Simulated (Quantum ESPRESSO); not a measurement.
# Ti (P6_3/mmc) in Quantum ESPRESSO: further runs, part 2 of 2

Quantum ESPRESSO 7.5.

### 3 Phonons, LDA, target pressure 3 GPa, at which the enthalpy is minimised

Contents of pw.in:

```
&CONTROL
  calculation = 'scf'
  prefix = 'pwscf'
  outdir = './tmp'
  pseudo_dir = './pseudo'
  tprnfor = .true.
  tstress = .true.
  disk_io = 'low'
/
&SYSTEM
  ibrav = 0
  celldm(1) = 8
  nat = 2
  ntyp = 1
  ecutwfc = 45
  ecutrho = 360
  nbnd = 19
  occupations = 'smearing'
  smearing = 'mv'
  degauss = 0.01469973
/
&ELECTRONS
  conv_thr = 4d-10
  electron_maxstep = 120
  mixing_beta = 0.5
/
ATOMIC_SPECIES
Ti    47.8670 ti_lda_v1.4.uspp.F.UPF
CELL_PARAMETERS alat
  0.6968365084558   0.0000000000000   0.0000000000000
 -0.3484182542279   0.6034781186156   0.0000000000000
  0.0000000000000   0.0000000000000   1.1054897829061
ATOMIC_POSITIONS crystal
Ti     0.6666666667    0.3333333333    0.7500000000
Ti     0.3333333333    0.6666666667    0.2500000000
K_POINTS automatic
10 10 6 0 0 0
```

Contents of relax.in:

```
&CONTROL
  calculation = 'vc-relax'
  prefix = 'pwscf'
  outdir = './tmp'
  pseudo_dir = './pseudo'
  tprnfor = .true.
  tstress = .true.
  disk_io = 'low'
  nstep = 40
  forc_conv_thr = 0.0001
  etot_conv_thr = 1d-06
/
&SYSTEM
  ibrav = 0
  celldm(1) = 8
  nat = 2
  ntyp = 1
  ecutwfc = 45
  ecutrho = 360
  nbnd = 19
  occupations = 'smearing'
  smearing = 'mv'
  degauss = 0.01469973
/
&ELECTRONS
  conv_thr = 4d-10
  electron_maxstep = 120
  mixing_beta = 0.5
/
&IONS
  ion_dynamics = 'bfgs'
/
&CELL
  cell_dynamics = 'bfgs'
  press = 30
  press_conv_thr = 0.2
/
ATOMIC_SPECIES
Ti    47.8670 ti_lda_v1.4.uspp.F.UPF
CELL_PARAMETERS alat
  0.6968365084558   0.0000000000000   0.0000000000000
 -0.3484182542279   0.6034781186156   0.0000000000000
  0.0000000000000   0.0000000000000   1.1054897829061
ATOMIC_POSITIONS crystal
Ti     0.6666666667    0.3333333333    0.7500000000
Ti     0.3333333333    0.6666666667    0.2500000000
K_POINTS automatic
10 10 6 0 0 0
```

Contents of scf2.in:

```
&CONTROL
  calculation = 'scf'
  prefix = 'pwscf'
  outdir = './tmp'
  pseudo_dir = './pseudo'
  tprnfor = .true.
  tstress = .true.
  disk_io = 'low'
/
&SYSTEM
  ibrav = 0
  celldm(1) = 8
  nat = 2
  ntyp = 1
  ecutwfc = 45
  ecutrho = 360
  nbnd = 19
  occupations = 'smearing'
  smearing = 'mv'
  degauss = 0.01469973
/
&ELECTRONS
  conv_thr = 1d-13
  electron_maxstep = 120
  mixing_beta = 0.5
  startingpot = 'file'
  startingwfc = 'file'
/
ATOMIC_SPECIES
Ti    47.8670 ti_lda_v1.4.uspp.F.UPF
CELL_PARAMETERS alat
  0.6715981502162  -0.0000000000000   0.0000000000000
 -0.3357990751081   0.5816210592219   0.0000000000000
  0.0000000000000   0.0000000000000   1.0622557897775
ATOMIC_POSITIONS crystal
Ti     0.6666666666    0.3333333332    0.7500000000
Ti     0.3333333332    0.6666666666    0.2500000000
K_POINTS automatic
10 10 6 0 0 0
```

Contents of ph.in:

```
phonons of Ti
&INPUTPH
  prefix = 'pwscf'
  outdir = './tmp'
  tr2_ph = 1d-18
  fildyn = 'dyn'
  niter_ph = 90
  alpha_mix(1) = 0.4
/
0.0000000000 0.0000000000 0.0000000000
```

Contents of dynmat.in:

```
&INPUT
  fildyn = 'dyn'
  asr = 'crystal'
  filout = 'dynmat.disp'
  fileig = 'dynmat.eig'
/
```

Potentials or basis: GBRV 1.5 LDA.

Run with:

```sh
$ OMP_NUM_THREADS=1 mpirun -n 4 pw.x -nk 4 -in pw.in > pw.out
$ OMP_NUM_THREADS=1 mpirun -n 4 pw.x -nk 4 -in relax.in > relax.out
$ OMP_NUM_THREADS=1 mpirun -n 4 pw.x -nk 4 -in scf2.in > scf2.out
$ OMP_NUM_THREADS=1 mpirun -n 4 ph.x -nk 4 -in ph.in > ph.out
$ OMP_NUM_THREADS=1 mpirun -n 1 dynmat.x -in dynmat.in > dynmat.out
```

pw.out:

```text
This program is part of the open-source Quantum ESPRESSO suite
     for quantum simulation of materials; please cite
[... 6 lines left out ...]
     using ibrav=0 with symmetry is DISCOURAGED, use correct ibrav instead

     K-points division:     npool     =       4
     Subspace diagonalization in iterative solution of the eigenvalue problem:
     a serial algorithm will be used

     G-vector sticks info
     --------------------
     sticks:   dense  smooth     PW     G-vecs:    dense   smooth      PW
     Sum         769     379    121                27449     9715    1713

     Using Slab Decomposition

     bravais-lattice index     =            0
     lattice parameter (alat)  =       8.0000  a.u.
     unit-cell volume          =     238.0220 (a.u.)^3
     number of atoms/cell      =            2
     number of atomic types    =            1
[... 369 lines left out ...]
   -43.2728 -43.2728 -20.2085 -20.2085 -19.7711 -19.7711 -19.7341 -19.7341
    10.3468  10.3468  12.0433  12.0433  14.1942  14.1942  14.5267  14.5267
    16.2689  16.2689  16.5851

          k = 0.1435 0.2486 0.0000 (  1200 PWs)   bands (ev):
[... 187 lines left out ...]
   -43.2651 -43.2651 -20.1332 -20.1332 -19.9282 -19.9282 -19.7081 -19.7081
    11.3511  11.3511  12.0551  12.0551  12.6446  12.6446  14.4509  14.4509
    16.0028  16.0028  18.9655

     the Fermi energy is    12.8464 ev

!    total energy              =    -238.47207238 Ry
     estimated scf accuracy    <          1.1E-10 Ry
     smearing contrib. (-TS)   =      -0.00070790 Ry
     internal energy E=F+TS    =    -238.47136448 Ry

     The total energy is F=E-TS. E is the sum of the following terms:
     one-electron contribution =     -82.61143823 Ry
     hartree contribution      =      48.87864451 Ry
     xc contribution           =     -35.65649277 Ry
     ewald contribution        =    -169.08207799 Ry

     convergence has been achieved in  12 iterations

     negative rho (up, down):  9.710E-04 0.000E+00

     Forces acting on atoms (cartesian axes, Ry/au):

     atom    1 type  1   force =     0.00000000    0.00000000    0.00000000
     atom    2 type  1   force =    -0.00000000   -0.00000000    0.00000000

     Total force =     0.000000     Total SCF correction =     0.000000

     Computing stress (Cartesian axis) and pressure

     negative rho (up, down):  9.710E-04 0.000E+00
          total   stress  (Ry/bohr**3)                   (kbar)     P=      -97.84
  -0.00065024  -0.00000000   0.00000000          -95.65       -0.00        0.00
  -0.00000000  -0.00065024   0.00000000           -0.00      -95.65        0.00
   0.00000000   0.00000000  -0.00069486            0.00        0.00     -102.22

=------------------------------------------------------------------------------=
   JOB DONE.
=------------------------------------------------------------------------------=
```

scf2.out:

```text
This program is part of the open-source Quantum ESPRESSO suite
     for quantum simulation of materials; please cite
[... 6 lines left out ...]
     using ibrav=0 with symmetry is DISCOURAGED, use correct ibrav instead

     K-points division:     npool     =       4
[... 513 lines left out ...]
   0.00020511   0.00000000   0.00000000           30.17        0.00        0.00
   0.00000000   0.00020511  -0.00000000            0.00       30.17       -0.00
   0.00000000   0.00000000   0.00020350            0.00        0.00       29.94

=------------------------------------------------------------------------------=
   JOB DONE.
=------------------------------------------------------------------------------=
```

Wall time 4.8 min (4 MPI ranks of Intel Xeon at 2.50GHz (Skylake/Cascade Lake), shared host); peak memory 0.36 GiB.

Results:

```
Free energy                            : -3244.6705 eV
Relaxed volume                         : 15.74 Å³/atom
Relaxed cell                           : a = 2.843 Å, b = 2.843 Å, c = 4.497 Å, α = 90.00°, β = 90.00°, γ = 120.00°
Space group after relaxing (to 0.05 Å) : P6_3/mmc (No. 194)
Pressure after relaxing                : 3.0 GPa
Band gap on the k mesh                 : none (metal or under the smearing width)
Highest phonon frequency at Γ          : 227 cm⁻¹
```

The path:
| step | energy change (eV) | largest force (eV/Å) | pressure (GPa) | volume (Å³) |
| --- | --- | --- | --- | --- |
| 1 | 0.0000 | 0.0000 | -9.78 | 35.27 |
| 2 | -0.0922 | 0.0000 | -3.00 | 33.02 |
| 3 | -0.0881 | 0.0000 | 4.00 | 31.26 |
| 4 | -0.0933 | 0.0000 | 2.94 | 31.50 |
| 5 | -0.0930 | 0.0000 | 3.00 | 31.48 |
| 6 | -0.0930 | 0.0000 | 3.01 | 31.48 |
| 7 | -0.0930 | 0.0000 | 3.01 | 31.48 |

Final structure:
```
Ti
1.0
     2.84316    0.00000    0.00000
    -1.42158    2.46224    0.00000
     0.00000    0.00000    4.49697
Ti
2
Direct
  0.66667 0.33333 0.75000
  0.33333 0.66667 0.25000
```

Phonon frequencies in cm⁻¹ (negative: imaginary):
| q point | frequencies |
| --- | --- |
| (0.000, 0.000, 0.000) | -12 -12 -11 111 111 227 |

Optical modes at Γ, degenerate ones joined:
| cm⁻¹ | components | symmetry | active in |
| --- | --- | --- | --- |
| 111 | 2 | E2g | Raman |
| 227 | 1 | B1g | silent |

Caveat: the mesh is thin for the phonons of a metal; the cell is more than 3 GPa from zero pressure, which shifts response properties.
